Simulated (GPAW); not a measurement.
The system is BaTiO3.

```xyz
5
Lattice="3.9998 0.0000 0.0000 0.0000 3.9998 0.0000 0.0000 0.0000 4.0180" Properties=species:S:1:pos:R:3 pbc="T T T"
Ba    0.0000    0.0000    0.0000
Ti    1.9999    1.9999    1.9688
O     0.0000    1.9999    2.0773
O     1.9999    0.0000    2.0773
O     1.9999    1.9999    0.0763
```

Base run:

- Program: GPAW 26.7.0
- Functional: GLLB-SC
- Potentials or basis: the program's PAW data sets (release 1.2.1) made for this functional
- Cutoff: 650 eV
- Basis: pw
- k mesh: 6 × 6 × 6
- Occupations: fermi-dirac, width 0.001 eV
- Spin: no spin polarisation

Its results: band gap on the k mesh, kohn-sham part alone 2.96 eV, indirect (least direct gap 3.11 eV); electronic dielectric tensor (diagonal) 4.44, 4.44, 4.30.

Q: The run is repeated on the same cell with these changes: functional from GLLB-SC to PBE; potentials or basis from the program's PAW data sets (release 1.2.1) made for this functional to GPAW PAW data sets (gpaw-data 1.2.1). What comes out?

A: Band gap on the k mesh 1.81 eV, indirect (least direct gap 2.09 eV); electronic dielectric tensor (diagonal) 5.93, 5.93, 5.58.

Caveats: the long-wavelength limit can be off by several per cent where d states take part; spin-orbit coupling is left out, which moves the levels of the heavy elements; an odd mesh through Γ misses points on the zone boundary, where band edges often lie; a model potential gives levels but no total energy (some runs); response on these states lacks terms of the Hamiltonian (some runs).
